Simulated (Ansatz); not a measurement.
Al2Cu under changes of volume

One of the cells (16.242 Å³/atom); the others are scaled copies at fixed shape and fractional positions:

```
Cu Al
1.0
     4.10518    0.00000    0.00000
     0.00000    4.10518    0.00000
     0.00000    0.00000    2.89131
Cu Al
1 2
Direct
  0.00000 0.00000 0.00000
  0.00000 0.50000 0.50000
  0.50000 0.00000 0.50000
```

The cell comes from a database or a generator and needn't be the stable form of this composition.

```yaml
Program: Ansatz 0.2.0
Functional: PBEsol
Potentials_or_basis: Ansatz PAW
Cutoff: "420 eV (not typed: the program's choice for these potentials)"
k_mesh: 7 × 7 × 9
Occupations: fermi-dirac, width 0.05 eV
Spin: no spin polarisation
```

| volume (Å³/atom) | energy over the lowest point (meV/atom) | pressure (GPa) |
| --- | --- | --- |
| 15.267 | ? | ? |
| 15.592 | 0.97 | 1.6 |
| 15.917 | 0.00 | -0.5 |
| 16.242 | 3.00 | -2.4 |
| 16.567 | 9.50 | -4.0 |
| 16.892 | 19.12 | -5.4 |
| 17.216 | 31.54 | -6.7 |

Problem. What does the run at 15.267 Å³/atom give?

Solution. Energy over the lowest point 6.43 meV/atom; pressure 3.9 GPa.

Worked out: A Birch-Murnaghan fit of order 3 (a polynomial in V^(-2/3)) to the other rows has its minimum at 15.83 Å³/atom with B0 = V·E''(V) = 97 GPa and B' = 4.5 at fixed shape and positions, which overstates the stiffness. It gives 6.33 meV/atom at 15.267 Å³/atom, against the run's 6.43, and -dE/dV = 3.8 GPa, against 3.9.

Energies are extrapolated to zero smearing.

Caveats: the PAW data sets come from PBE, with cores solved anew for the run's functional, which leaves a small shift of forces and pressure.
